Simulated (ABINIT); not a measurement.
Write the native input for ABINIT 10.8.3 (patched build) that does the following.

```
Task                : single point
Functional          : LDA
Potentials or basis : JTH PAW PBE v2.0
Cutoff              : 544 eV
k mesh              : 10 × 10 × 6
Occupations         : fermi-dirac, width 0.05 eV
Spin                : no spin polarisation
Fine-grid cutoff    : 1088.46 eV
```

Ag:

```xyz
2
Lattice="2.9300 0.0000 0.0000 -1.4650 2.5375 0.0000 0.0000 0.0000 4.7900" Properties=species:S:1:pos:R:3 pbc="T T T"
Ag    1.4650    0.8458    3.5925
Ag    0.0000    1.6916    1.1975
```

This isn't the form of Ag at room conditions, which is fcc.

The input as run:

run.abi

```
# Pseudopotentials
pp_dirpath "./"
pseudos "Ag.GGA_PBE-JTH.xml"

# Structure
acell 3*1.0 Angstrom
rprim
     2.9300000000     0.0000000000     0.0000000000
    -1.4650000000     2.5374544331     0.0000000000
     0.0000000000     0.0000000000     4.7900000000
ntypat 1
znucl 47
natom 2
typat 1 1
xred
     0.6666666667     0.3333333333     0.7500000000
     0.3333333333     0.6666666667     0.2500000000

# Plane-wave basis
ecut 20.0
pawecutdg 40.0

# k points
kptopt 1
ngkpt 10 10 6
nshiftk 1
shiftk 0.0 0.0 0.0

# Exchange and correlation
ixc 7

# Bands and occupations
nband 15
occopt 3
tsmear 0.05 eV

# SCF cycle
nstep 100
tolvrs 1.0e-9

# Output
iomode 3
prtwf 0
prtden 0
prteig 0
prtebands 0
enunit 1
```

Potentials or basis: JTH PAW PBE v2.0.

Command:

```console
$ abinit run.abi > log 2>&1
```

It gave:

```json
{
  "Pressure": "-10.3 GPa",
  "Band gap on the k mesh": "none (metal or under the smearing width)",
  "Valence electrons inside the program's atomic spheres": "Ag 9.77 (radii [1.331] Å)"
}
```

Caveat: the PAW data sets were made with another functional, which shifts forces and pressure a little.

Run time: 20 s on 1 thread of Arm Neoverse V1, on a shared host, peak memory 0.1 GiB.
